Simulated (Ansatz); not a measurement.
# InSe, space group R3m: the levels without and with spin-orbit coupling

Computed with Ansatz 0.2.0, Python API.

Script `inse.py`:
```python
# -*- coding: utf-8 -*-
'''Levels of InSe without and with spin-orbit coupling.'''

import ansatz as az

xtal = (
    az.Lattice.of((2.0, 1.1547, 8.44), (-2.0, 1.1547, 8.44), (0.0, -2.3094, 8.44))
    .atom('In', (0.0, 0.0, 0.0))
    .atom('In', (0.1114, 0.1114, 0.1114))
    .atom('Se', (0.6165, 0.6165, 0.6165))
    .atom('Se', (0.8281, 0.8281, 0.8281))
)

calc = xtal.calculation()
calc = calc.kpoints(6, 6, 6).functional('lda')
calc = calc.basis(450)
calc = calc.occupations('Fixed')
calc = calc.band_table()
for label, variant in (('scalar-relativistic', calc), ('spin-orbit', calc.spin(soc=True))):
    data = variant.run().report
    zero = data['band_edges_ev'][0] if data.get('band_edges_ev') else data['fermi_energy_ev']
    near = [round(e - zero, 3) for e in data['eigenvalues_ev'][0] if abs(e - zero) < 2]
    print(label)
    print('  band edges (eV):', [round(e, 3) for e in data.get('band_edges_ev') or []] or 'none reported')
    print('  levels at k =', data['kpoints_frac'][0], 'within 2 eV of the zero:', near)
```

```console
$ python inse.py
scalar-relativistic
  band edges (eV): [6.964, 7.179]
  levels at k = [0.0, 0.0, 0.0] within 2 eV of the zero: [-1.576, -1.296, -1.296, -1.203, -1.203, 1.559, 1.918]
spin-orbit
  band edges (eV): [6.993, 7.184]
  levels at k = [0.0, 0.0, 0.0] within 2 eV of the zero: [-1.729, -1.729, -1.394, -1.394, -1.36, -1.36, -1.183, -1.183, -1.085, -1.085, 1.53, 1.53, 1.876, 1.876]
```

Reading the output:
- The computed bands are complete only to about 4.3 eV above the Fermi level.
- Of the deposited cell: the entry's cell lengths or inner coordinates differ somewhat from later room-temperature determinations.
- The starting cell is as deposited in a crystallographic database; the results hold for this polymorph, which needn't be the stable one.
- Gaps and levels are Kohn-Sham values on a finite set of k-points.
- With spin-orbit coupling each level holds one electron and, with inversion or at time-reversal points, comes in pairs; a window in energy can cut a split set.
- Wall time of the script: 98 s on 1 thread of Arm Neoverse V1, on a shared host, peak memory 0.95 GiB.
